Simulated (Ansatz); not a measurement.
## ZnSe (Stilleite): single point with PBE

**What was measured.**

From “Alloy Disordering Effects on the Thermal Conductivity and Energy Gap Temperature Dependence of Cd1−xZnxSe Ternary Crystals Grown by the Bridgman Method”, 2023, pmc:10253836, for a bulk crystal of ZnSe at 300 K: band gap 2.695 ± 0.003 eV (an exciton energy, a little under the gap).

The system is ZnSe (Stilleite).

```xyz
2
Lattice="0.0000 2.8338 2.8338 2.8338 0.0000 2.8338 2.8338 2.8338 0.0000" Properties=species:S:1:pos:R:3 pbc="T T T"
Se    4.2507    4.2507    4.2507
Zn    0.0000    0.0000    0.0000
```

```
Program             : Ansatz 0.2.0
Task                : single point
Functional          : PBE
Potentials or basis : Ansatz PAW
Cutoff              : 420 eV (not typed: the program's choice for these potentials)
k mesh              : 8 × 8 × 8
Occupations         : gaussian, width 0.011 eV
Spin                : no spin polarisation
```

| Item | Value |
| --- | --- |
| Pressure | 2.1 GPa |
| Band gap on the k mesh | 1.29 eV, direct |

Levels at points of the mesh, in eV from the valence-band top:
```csv
k point,band 11,band 12,band 13,band 14,band 15,band 16,band 17,band 18
"(0.00, 0.00, 0.00)",-6.17,0.00,0.00,0.00,1.29,5.81,5.81,5.81
"(0.00, 0.00, -0.50)",-6.01,-5.23,-0.87,-0.87,2.55,6.39,6.39,8.57
"(0.00, -0.50, -0.50)",-5.99,-4.75,-2.18,-2.18,2.99,3.47,10.73,11.25
```

Wall time 2.2 s on 2 threads of Intel(R) Xeon(R) Processor @ 2.70GHz, on a shared host, peak memory 0.35 GiB.

Against the measured gap of ZnSe, 2.695 eV (an exciton energy, a little under the gap; 300 K; “Alloy Disordering Effects on the Thermal Conductivity and Energy Gap Temperature Dependence of Cd1−xZnxSe Ternary Crystals Grown by the Bridgman Method”, 2023, pmc:10253836), the calculated 1.29 eV is off by -1.41 eV. So large a miss can be the level of theory's own, or it may mean another phase, state or a wrong row. Spin-orbit coupling on Se is left out. The value is that of PBE, without temperature or zero-point motion. Semilocal functionals fall short of measured gaps as a rule.
